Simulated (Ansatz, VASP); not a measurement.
One calculation of Sn, two programs

Contents of INCAR:

```
PREC = Accurate ; ENCUT = 600
EDIFF = 1E-6 ; ISMEAR = 0
SIGMA = 0.1 ; LREAL = F
LASPH = T ; NELM = 100
ALGO = Normal ; ISIF = 3
LWAVE = F ; LCHARG = F
GGA = PS ; IBRION = 2
NSW = 80 ; EDIFFG = -0.01
```

File KPOINTS:

```
Automatic mesh
0
Gamma
  16 16 16
```

POSCAR

```
Sn
1.0
   -1.8459288808      1.8459288808      1.8459288808
    1.8459288808     -1.8459288808      1.8459288808
    1.8459288808      1.8459288808     -1.8459288808
Sn
1
Direct
    0.0000000000      0.0000000000      0.0000000000
```

Input for Ansatz:

```yaml
crystal:
  lattice:
    - [-1.8459288808, 1.8459288808, 1.8459288808]
    - [1.8459288808, -1.8459288808, 1.8459288808]
    - [1.8459288808, 1.8459288808, -1.8459288808]
  atoms:
    - { symbol: Sn, position: [0.0, 0.0, 0.0] }
basis:
  ecutwfc: 420
kpoints:
  mp_grid: { grid: [16, 16, 16] }
hamiltonian:
  xc: pbesol
scf:
  occupations: { method: gaussian, width: 0.1 }
output:
  forces: true
  stress: true
  eigenvalues: true
relax:
  adjacent_minimum: "off"
  f_tol: 0.01
  max_steps: 60
  cell: { stress_tol: 0.1 }
```

Alike in both runs: task relaxation of cell and atoms; functional PBEsol; k mesh 16 × 16 × 16; occupations gaussian, width 0.1 eV; no spin polarisation.

|  | VASP | Ansatz |
| --- | --- | --- |
| version | VASP 6.6.1 | Ansatz 0.2.0 |
| potentials or method | VASP PAW PBE potentials, release 64 (Sn_d) | scalar-relativistic, plane waves, PAW |
| plane-wave cutoff (eV) | 600 | 420 |
| valence electrons in the cell | 14 | 14 |

|  | VASP | Ansatz | Ansatz less VASP |
| --- | --- | --- | --- |
| gap on the k mesh at the Fermi level, each at its own relaxed structure (eV) | none | none | - |
| relaxed volume (Å³/atom) | 26.24 | 26.27 | +0.030 |
| relaxed cell length with the largest relative difference (Å) | 3.242 | 3.244 | +0.0012 |
| energy change over the relaxation (meV/atom) | -8 | -8 | -0.1 |

A gap of «none» marks a metal or a gap that the smearing closes.

Caveats: the PAW data sets were made with another functional, which shifts forces and pressure a little (VASP). Zero-point motion and thermal expansion aren't in these numbers.
